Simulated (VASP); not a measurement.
# As (Pm-3m) in VASP: a series of runs

Runs on As. Level: PBEsol. Tasks: single point.

Program: VASP 6.6.1. These are calculated values, not measurements. Logs are shortened: lines on timing, memory, paths and dates and some standing lists are left out, and cuts for length are marked.

### Step 1. The structure

It takes space group Pm-3m (No. 221, cubic). Conventional cell: a = 2.704 Å, b = 2.704 Å, c = 2.704 Å, α = 90.00°, β = 90.00°, γ = 90.00°. As (site symmetry m-3m) has 6 As at 2.70 Å as nearest neighbours.

This isn't the form of As at room conditions, which is rhombohedral.

### Step 2. Single point, PBEsol

Contents of INCAR:

```
PREC = Accurate ; ENCUT = 400
EDIFF = 0.001 ; ISMEAR = 0
SIGMA = 0.05 ; LREAL = False
LASPH = True ; NELM = 100
ALGO = Normal ; ISIF = 2
LWAVE = False ; LCHARG = False
GGA = PS ; ADDGRID = False
```

Contents of KPOINTS:

```
regular mesh
0
Gamma
  5 5 5
```

Contents of POSCAR:

```
As
1.0
    2.7036817444      0.0000000000      0.0000000000
    0.0000000000      2.7036817444      0.0000000000
    0.0000000000      0.0000000000      2.7036817444
As
1
Direct
    0.5000000000      0.5000000000      0.5000000000
```

Potentials or basis: VASP PAW PBE potentials, release 64 (As).

On the command line:

```sh
$ cat potpaw_PBE.64/As/POTCAR > POTCAR
$ mpirun -np 1 vasp_std > vasp.out
```

OUTCAR:

```text
PREC = Accurate
   ENCUT = 400
   EDIFF = 0.001
   ISMEAR = 0
   LREAL = False
   LASPH = True
   NELM = 100
   ISIF = 2
   GGA = PS

 Found     10 irreducible k-points:

 Following reciprocal coordinates:
            Coordinates               Weight
  0.000000  0.000000  0.000000      1.000000
  0.200000  0.000000  0.000000      6.000000
  0.400000  0.000000  0.000000      6.000000
  0.200000  0.200000  0.000000     12.000000
  0.400000  0.200000  0.000000     24.000000
  0.400000  0.400000  0.000000     12.000000
   k-points           NKPTS =     10   k-points in BZ     NKDIM =     10   number of bands    NBANDS=      6
   number of dos      NEDOS =    301   number of ions     NIONS =      1
   total plane-waves  NPLWV =   5832
   dimension x,y,z NGX =    18 NGY =   18 NGZ =   18
   dimension x,y,z NGXF=    36 NGYF=   36 NGZF=   36
   ions per type =               1
   NGX,Y,Z   is equivalent  to a cutoff of  11.07, 11.07, 11.07 a.u.
   NGXF,Y,Z  is equivalent  to a cutoff of  22.14, 22.14, 22.14 a.u.
 SYSTEM =  unknown system
   PREC   = accura    normal or accurate (medium, high low for compatibility)
   ISTART =      0    job   : 0-new  1-cont  2-samecut
   ICHARG =      2    charge: 1-file 2-atom 10-const
   ISPIN  =      1    spin polarized calculation?
   LNONCOLLINEAR =      F non collinear calculations
   LSORBIT =      F    spin-orbit coupling
   LASPH  =      T    aspherical Exc in radial PAW
   ENCUT  =  400.0 eV  29.40 Ry    5.42 a.u.   4.41  4.41  4.41*2*pi/ulx,y,z
   NELM   =    100;   NELMIN=  2; NELMDL= -5     # of ELM steps
   EDIFF  = 0.1E-02   stopping-criterion for ELM
   LREAL  =      F    real-space projection
   EDIFFG = 0.1E-01   stopping-criterion for IOM
   NSW    =      0    number of steps for IOM
   IBRION =     -1    ionic relax: 0-MD 1-quasi-New 2-CG
   NFREE  =      0    steps in history (QN), initial steepest desc. (CG)
   ISIF   =      2    stress and relaxation
   ISYM   =      2    0-nonsym 1-usesym 2-fastsym
   POTIM  = 0.5000    time-step for ionic-motion
   TEBEG  =    0.0;   TEEND  =   0.0 temperature during run
   PSTRESS=    0.0 pullay stress
   NELECT =       5.0000    total number of electrons
   NUPDOWN=      -1.0000    fix difference up-down
   EMIN   =  10.00;   EMAX   =-10.00  energy-range for DOS
   EFERMI =   0.00;   METHOD = LEGACY
   ISMEAR =     0;   SIGMA  =   0.05  broadening in eV -4-tet -1-fermi 0-gaus
   EFERMI_NEDOS =   21; number of points for ismear=-14 and -15
   IALGO  =     38    algorithm
   IMIX   =      4    mixing-type and parameters
     AMIX     =   0.40;   BMIX     =  1.00
     AMIX_MAG =   1.60;   BMIX_MAG =  1.00
  volume/ion in A,a.u.               =      19.76       133.37
  Fermi-wavevector in a.u.,A,eV,Ry     =   1.035403  1.956627 14.586243  1.072059
  Thomas-Fermi vector in A             =   2.169744
   LORBIT       =      0    0 simple, 1 ext, 2 COOP (PROOUT), +10 PAW based schemes
   GGA     = PS    functional components
   LHFCALC =     F    Hartree Fock is set to
   AEXX    =    0.0000 exact exchange contribution
   IVDW    =     0    specifies the selected vdW correction
   LEPSILON=     F    determine dielectric tensor
   LRPA    =     F    only Hartree local field effects (RPA)
 non-spin polarized calculation
 Gauss-broadening in eV      SIGMA  =   0.05
  energy-cutoff  :      400.00
  volume of cell :       19.76
 maximum number of plane-waves:       370
 NGX is ok and might be reduce to    18
   NGX =  9   NGY =  9   NGZ =  9

 number of electron       4.9999997 magnetization

 Free energy of the ion-electron system (eV)
  ---------------------------------------------------
  ext. energy  EPLUGINS =         0.00000000
  ---------------------------------------------------
  free energy    TOTEN  =        -4.90668294 eV

  energy without entropy =       -4.90307235  energy(sigma->0) =       -4.90487764

 E-fermi :   5.8855     XC(G=0): -10.5648

 val. band max:        5.7677636578   @ k =   0.2000   0.2000   0.0000
 cond. band min:       5.8882013146   @ k =   0.2000   0.2000   0.2000
 fundamental gap:      0.1204376568
 Fermi energy:         5.8854580843

 k-point     1 :       0.0000    0.0000    0.0000
  band No.  band energies     occupation
      1      -9.1948      2.00000
      2       9.9445      0.00000
      3       9.9445      0.00000
      4       9.9445      0.00000
      5      14.3026      0.00000
      6      14.3026      0.00000

 k-point     2 :       0.2000    0.0000    0.0000
  band No.  band energies     occupation
      1      -8.4677      2.00000
      2       4.8163      2.00000
      3      10.5698      0.00000
      4      10.5698      0.00000
      5      14.9523      0.00000
      6      16.2596      0.00000

 k-point     3 :       0.4000    0.0000    0.0000
  band No.  band energies     occupation
      1      -6.6056      2.00000
      2      -0.1997      2.00000
      3      11.9322      0.00000
      4      11.9322      0.00000
      5      16.5573      0.00000
      6      18.4881      0.00000

 k-point     4 :       0.2000    0.2000    0.0000
  band No.  band energies     occupation
      1      -7.7405      2.00000
      2       5.2417      2.00000
      3       5.7678      1.99913
      4      11.1909      0.00000
      5      16.2224      0.00000
      6      18.9863      0.00000

 k-point     5 :       0.4000    0.2000    0.0000
  band No.  band energies     occupation
      1      -5.8751      2.00000
      2       0.4844      2.00000
      3       7.1250      0.00000
      4      12.5391      0.00000
      5      14.4833      0.00000
      6      18.4640      0.00000

 k-point     6 :       0.4000    0.4000    0.0000
  band No.  band energies     occupation
      1      -3.9748      2.00000
      2       1.9492      2.00000
      3       2.2900      2.00000
      4       9.8219      0.00000
      5      13.8356      0.00000
      6      20.5565      0.00000

 [... further k-points ...]
[... 5 lines left out ...]
  --------------------------------------------------------------------------------------
  -------------------------------------------------------------------------------------
  Total       -0.0237054     -0.0237054     -0.0237054     -0.0000000     -0.0000000      0.0000000
  in kB       -1.9217239     -1.9217239     -1.9217239     -0.0000000     -0.0000000      0.0000000
  external PRESSURE =      -1.9217239 kB  Pullay stress =       0.0000000 kB

 VOLUME and BASIS-vectors are now :
 -----------------------------------------------------------------------------
  energy-cutoff  :      400.00
  volume of cell :       19.76
      direct lattice vectors                 reciprocal lattice vectors
     2.703681744  0.000000000  0.000000000     0.369866018  0.000000000  0.000000000
     0.000000000  2.703681744  0.000000000     0.000000000  0.369866018  0.000000000
     0.000000000  0.000000000  2.703681744     0.000000000  0.000000000  0.369866018

 POSITION                                       TOTAL-FORCE (eV/Angst)
 -----------------------------------------------------------------------------------
      1.35184      1.35184      1.35184         0.000000      0.000000      0.000000
 -----------------------------------------------------------------------------------
    total drift:                                0.000000      0.000000      0.000000

  FREE ENERGIE OF THE ION-ELECTRON SYSTEM (eV)
  ---------------------------------------------------
  free  energy   TOTEN  =        -4.9066829357 eV

  energy  without entropy=       -4.9030723500  energy(sigma->0) =       -4.90487764
```

It took 7.5 s on 1 thread of AMD EPYC 7R13 (Zen 3), shared host; peak memory 0.07 GiB.

These settings aren't checked as converged: the numbers below hold their error.

Results:

```yaml
Free_energy: -4.9067 eV
Pressure: -0.2 GPa
Band_gap_on_the_k_mesh: none (metal or under the smearing width)
```

Caveat: the k mesh is coarse (spacing up to 0.46 Å⁻¹), so the values aren't converged; the PAW data sets were made with another functional, which shifts forces and pressure a little.

### Step 3. Single point, PBEsol

Changes to INCAR since step 2:

```diff
@@ -1,3 +1,3 @@
 PREC = Accurate ; ENCUT = 400
-EDIFF = 0.001 ; ISMEAR = 0
+EDIFF = 1E-4 ; ISMEAR = 0
 SIGMA = 0.05 ; LREAL = False
```

KPOINTS is that of step 2.

POSCAR is that of step 2.

Potentials or basis: VASP PAW PBE potentials, release 64 (As).

On the command line:

```sh
$ cat potpaw_PBE.64/As/POTCAR > POTCAR
$ mpirun -np 1 vasp_std > vasp.out
```

OUTCAR:

```text
PREC = Accurate
   ENCUT = 400
   EDIFF = 1E-4
   ISMEAR = 0
   LREAL = False
   LASPH = True
   NELM = 100
   ISIF = 2
   GGA = PS

 Found     10 irreducible k-points:

 Following reciprocal coordinates:
            Coordinates               Weight
  0.000000  0.000000  0.000000      1.000000
  0.200000  0.000000  0.000000      6.000000
  0.400000  0.000000  0.000000      6.000000
  0.200000  0.200000  0.000000     12.000000
  0.400000  0.200000  0.000000     24.000000
  0.400000  0.400000  0.000000     12.000000
   k-points           NKPTS =     10   k-points in BZ     NKDIM =     10   number of bands    NBANDS=      6
   number of dos      NEDOS =    301   number of ions     NIONS =      1
[... 123 lines left out ...]
      4       9.8219      0.00000
      5      13.8356      0.00000
      6      20.5565      0.00000

 [... further k-points ...]
[... 5 lines left out ...]
  --------------------------------------------------------------------------------------
  -------------------------------------------------------------------------------------
  Total       -0.0226652     -0.0226652     -0.0226652      0.0000000     -0.0000000      0.0000000
  in kB       -1.8374019     -1.8374019     -1.8374019      0.0000000     -0.0000000      0.0000000
  external PRESSURE =      -1.8374019 kB  Pullay stress =       0.0000000 kB

 VOLUME and BASIS-vectors are now :
 -----------------------------------------------------------------------------
  energy-cutoff  :      400.00
  volume of cell :       19.76
      direct lattice vectors                 reciprocal lattice vectors
     2.703681744  0.000000000  0.000000000     0.369866018  0.000000000  0.000000000
     0.000000000  2.703681744  0.000000000     0.000000000  0.369866018  0.000000000
     0.000000000  0.000000000  2.703681744     0.000000000  0.000000000  0.369866018

 POSITION                                       TOTAL-FORCE (eV/Angst)
 -----------------------------------------------------------------------------------
      1.35184      1.35184      1.35184         0.000000      0.000000      0.000000
 -----------------------------------------------------------------------------------
    total drift:                                0.000000      0.000000      0.000000

  FREE ENERGIE OF THE ION-ELECTRON SYSTEM (eV)
  ---------------------------------------------------
  free  energy   TOTEN  =        -4.9066831297 eV

  energy  without entropy=       -4.9030725445  energy(sigma->0) =       -4.90487784
```

It took 7.5 s on 1 thread of AMD EPYC 7R13 (Zen 3), shared host; peak memory 0.07 GiB.

The run converged, but some of its settings lie outside the range that counts as converged, so its numbers aren't taken as properties of the crystal.

What came out:

| Property | Result |
| --- | --- |
| Free energy | -4.9067 eV |
| Pressure | -0.2 GPa |
| Band gap on the k mesh | none (metal or under the smearing width) |

Caveat: the k mesh is coarse (spacing up to 0.46 Å⁻¹), so the values aren't converged; the PAW data sets were made with another functional, which shifts forces and pressure a little.

### Step 4. Single point, PBEsol

Changes to INCAR since step 3:

```diff
@@ -1,3 +1,3 @@
 PREC = Accurate ; ENCUT = 400
-EDIFF = 1E-4 ; ISMEAR = 0
+EDIFF = 1E-5 ; ISMEAR = 0
 SIGMA = 0.05 ; LREAL = False
```

KPOINTS is that of step 3.

POSCAR is that of step 3.

On the command line:

```sh
$ cat potpaw_PBE.64/As/POTCAR > POTCAR
$ mpirun -np 1 vasp_std > vasp.out
```

Run time: 7.2 s. Hardware: 1 thread of AMD EPYC 7R13 (Zen 3), shared host; peak memory 0.08 GiB.

The run converged, but some of its settings lie outside the range that counts as converged, so its numbers aren't taken as properties of the crystal.

Results:

- Free energy: -4.9067 eV
- Pressure: -0.2 GPa
- Band gap on the k mesh: none (metal or under the smearing width)

Caveat: the k mesh is coarse (spacing up to 0.46 Å⁻¹), so the values aren't converged; the PAW data sets were made with another functional, which shifts forces and pressure a little.

### Step 5. Single point, PBEsol

Contents of INCAR:

```
PREC = Accurate ; ENCUT = 400
EDIFF = 1E-6 ; ISMEAR = 0
SIGMA = 0.05 ; LREAL = False
LASPH = True ; NELM = 100
ALGO = Normal ; ISIF = 2
LWAVE = False ; LCHARG = False
GGA = PS ; ADDGRID = True
```

KPOINTS is that of step 4.

POSCAR is that of step 4.

On the command line:

```sh
$ cat potpaw_PBE.64/As/POTCAR > POTCAR
$ mpirun -np 1 vasp_std > vasp.out
```

It used 2.5 s of CPU time on 1 thread of AMD EPYC 7R13 Processor (Zen 3), on a shared host, which was overloaded at the time.

These settings aren't checked as converged: the numbers below hold their error.

What came out:

* Free energy: -4.9067 eV
* Pressure: -0.2 GPa
* Band gap on the k mesh: none (metal or under the smearing width)

Caveat: the k mesh is coarse (spacing up to 0.46 Å⁻¹), so the values aren't converged; the PAW data sets were made with another functional, which shifts forces and pressure a little.
